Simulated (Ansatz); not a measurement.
`FC(F)(F)Cc1ccccc1` + H₂O → `OCc1ccccc1` + trifluoromethane  (formal hydrolysis of a C–C bond)

Gas-phase electronic energies from Ansatz, PBE0-D4/def2-TZVP geometries. CBS: MP2 limit from def2 TZ/QZ plus the TZ coupled-cluster correction, frozen cores. This one scheme is used for every species. DFT in def2-TZVPP. HSE06 is defined as in plane-wave codes. Each species was taken in one conformer, which may not be the lowest.

```
   level  ΔE (eV)
PBE-QIDH     0.75
   HSE06     0.67
```

(1) What does CCSD(T)/CBS give? (Best estimate.)

Largest T1 diagnostic among the species: 0.012.

## Answers

(1) Computed: +0.82 eV. The listed levels differ from it by -0.07, -0.15 eV.

From BLYP to BHLYP (50 % exact exchange), in def2-TZVPP and without D4, ΔE moves by +0.09 eV. The D4 term adds +0.08 eV with B3LYP and +0.05 eV with PBE0; it sums over pairs of atoms, weighted by their polarisabilities, and B3LYP, whose exchange is more repulsive, gets the larger term.

B3LYP here is the variant with VWN-RPA as its local correlation; programs differ in this.

CCSD(T)/CBS has its own doubt, a few kJ/mol and more with outer-core shells, so smaller differences from it don't rank the levels.
